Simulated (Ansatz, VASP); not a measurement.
## AlFe in VASP and in Ansatz

Contents of INCAR:

```
PREC = Accurate
ENCUT = 520
EDIFF = 1E-6
ISMEAR = 0
SIGMA = 0.1
LREAL = False
LASPH = True
NELM = 150
ALGO = Normal
ISIF = 2
LWAVE = False
LCHARG = False
ISPIN = 2
MAGMOM = 0 4
LORBIT = 11
LMAXMIX = 4
GGA = PE
NBANDS = 16
```

The input KPOINTS:

```
Automatic mesh
0
Gamma
  6 6 6
```

Contents of POSCAR:

```
AlFe
1.0
    2.9100000000      0.0000000000      0.0000000000
    0.0000000000      2.9100000000      0.0000000000
    0.0000000000      0.0000000000      2.9100000000
Al Fe
1 1
Direct
    0.0000000000      0.0000000000      0.0000000000
    0.5000000000      0.5000000000      0.5000000000
```

Input for Ansatz:

```yaml
crystal:
  lattice:
    - [2.91, 0.0, 0.0]
    - [0.0, 2.91, 0.0]
    - [0.0, 0.0, 2.91]
  atoms:
    - { symbol: Al, position: [0.0, 0.0, 0.0] }
    - { symbol: Fe, position: [0.5, 0.5, 0.5], spin: 4.0 }
basis:
  ecutwfc: 420
kpoints:
  mp_grid: { grid: [6, 6, 6] }
hamiltonian:
  xc: pbe
scf:
  occupations: { method: gaussian, width: 0.1 }
  lower_state_search: "off"
output:
  forces: true
  stress: true
  eigenvalues: true
  populations: true
magnetization:
  spin_polarized: true
```

Alike in both runs: task single point; functional PBE; k mesh 6 × 6 × 6; occupations gaussian, width 0.1 eV; collinear spin.

|  | VASP | Ansatz |
| --- | --- | --- |
| version | VASP 6.6.1 | Ansatz 0.2.0 |
| potentials or method | VASP PAW PBE potentials, release 64 (Al, Fe) | scalar-relativistic, plane waves, PAW |
| plane-wave cutoff (eV) | 520 | 420 |
| valence electrons in the cell | 11 | 19 |

```csv
,VASP,Ansatz,Ansatz less VASP
gap on the k mesh at the Fermi level (eV),none,none,-
pressure (GPa),-6.0,-6.0,0.00
net moment per atom (μB),0.37,0.37,+0.001
```

A gap of «none» marks a metal or a gap that the smearing closes. With one functional, cell and mesh, what is left measures potentials, basis and numerics. The two sets of potentials don't hold the same shells in valence.

Caveats: the moment fell far below its start of 4 μB, so a state of higher moment may lie lower in energy (VASP).
